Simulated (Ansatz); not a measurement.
## ZnS: computed properties

Theory: Ansatz 0.2.0, DFT PBE, scalar-relativistic, plane waves, PAW.

Settings: cutoff 420 eV, Γ-centred mesh 10×10×10 on the computed 2-atom cell, Gaussian smearing of 0.02 eV; no spin polarisation.

The structure is relaxed at this level of theory with its symmetry kept.

```
Zn S
1.0
     0.00000    2.72148    2.72148
     2.72148    0.00000    2.72148
     2.72148    2.72148    0.00000
Zn S
1 1
Direct
  0.25000 0.25000 0.25000
  0.00000 0.00000 0.00000
```

* Space group: F-43m (No. 216)
* Volume per atom: 20.16 Å³
* Formation energy from the elements' standard states (uncorrected): -0.822 eV/atom
* Kohn–Sham band gap: 2.02 eV
* Löwdin character of the top 1 eV of the valence band: S 3p 88 %, Zn 3d 8 %
* Löwdin character of the lowest 1 eV of the conduction band: Zn 4s 57 %, S 3s 26 %, S 3p 15 %
* Bader charges (e): Zn (1 in the cell) 0.89, S (1 in the cell) -0.89